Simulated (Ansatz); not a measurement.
# Convergence of C with the plane-wave cutoff

Method: DFT r2SCAN, scalar-relativistic, plane waves, PAW (Ansatz).

```
CELL_PARAMETERS angstrom
1.21596 -2.14796 0.00912
1.22325 2.15217 -0.04137
-0.09419 -0.08515 7.14765
ATOMIC_POSITIONS crystal
C 0.10349 0.94562 0.74880
C 0.59081 0.41384 0.23941
C 0.92426 0.08600 0.24211
C 0.42852 0.58933 0.74862
```

```
Γ-centred k-mesh               : 14×14×4
occupation rule                : Gaussian smearing, 0.1 eV
spin treatment                 : unpolarised
valence charge of the PAW sets : C 4
```

The atoms stay fixed while the plane-wave cutoff is varied. ΔE is the energy extrapolated to zero smearing, less that of the reference run (600 eV). The cell was strained and its atoms displaced at random, so that forces don't vanish. Pressure is positive in compression and holds a correction for the finite cutoff (Pulay stress).

Times are rough; the reference took 15 s on 1 thread of AMD EPYC 9R45 (Zen 5), with other jobs on the host, peak memory 0.76 GiB.

| cutoff (eV) | ΔE (meV/atom) | P (GPa) | largest change of a force component (eV/Å) | gap on mesh (eV) | plane waves at Γ | wall time (s) |
| --- | --- | --- | --- | --- | --- | --- |
| 200 | 1661 | 9.72 | 0.402 | 0.524 | 231 | 3.9 |
| 250 | 483 | 8.13 | 0.032 | 0.524 | 341 | 5 |
| 300 | 114 | 0.88 | 0.061 | 0.514 | 447 | 6.5 |
| 350 | 25.9 | -0.81 | 0.020 | 0.513 | 567 | 7.6 |
| 500 | 1.37 | -0.95 | 0.001 | 0.511 | 967 | 12 |
| 600 | 0.00 | -0.99 | 0.000 | 0.511 | 1227 | 15 |

This form isn't the element's structure at ambient conditions.